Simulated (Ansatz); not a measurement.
Structure types of PbS were relaxed at one common pressure (all-electron LAPW in Ansatz 0.2.0 under PBE, scalar-relativistic, no spin polarisation, zero temperature). They take these volumes:

```tsv
type	space group	V (Å³/atom)
rocksalt	Fm-3m	16.79
CsCl	Pm-3m	15.35
zincblende	F-43m	19.96
flat h-MgO	P6_3/mmc	19.01
distorted NiAs	P6_3/mmc	15.99
```

Question: At about which pressure, and is the densest type also the lowest in enthalpy?

Answer: 68 GPa. The densest is CsCl, and it is also the lowest in enthalpy among these.
